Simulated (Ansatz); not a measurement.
## Hf in Ansatz: the effect of functional

Crystal: Hf.

```
Hf
1.0
     0.00000    2.23470    2.23470
     2.23470    0.00000    2.23470
     2.23470    2.23470    0.00000
Hf
1
Direct
  0.00000 0.00000 0.00000
```

This isn't the form of Hf at room conditions, which is hcp.

The cell isn't the ideal one: volume scaled by 1.02.

Alike in all runs:

```yaml
Program: Ansatz 0.2.0
Task: single point
Potentials_or_basis: Ansatz PAW
k_mesh: 10 × 10 × 10
Occupations: fermi-dirac, width 0.05 eV
Spin: no spin polarisation
```

```tsv
functional	cutoff	pressure (GPa)
LDA	420 eV (not typed: the program's choice for these potentials)	-7.6
PBEsol	420 eV (not typed: the program's choice for these potentials)	?
r2SCAN	500 eV (not typed: the program's choice for these potentials)	0.5
```

Q: What does the run with functional PBEsol give?

A: Pressure -3.7 GPa.

Caveats: the PAW data sets come from PBE, with cores solved anew for the run's functional, which leaves a small shift of forces and pressure.
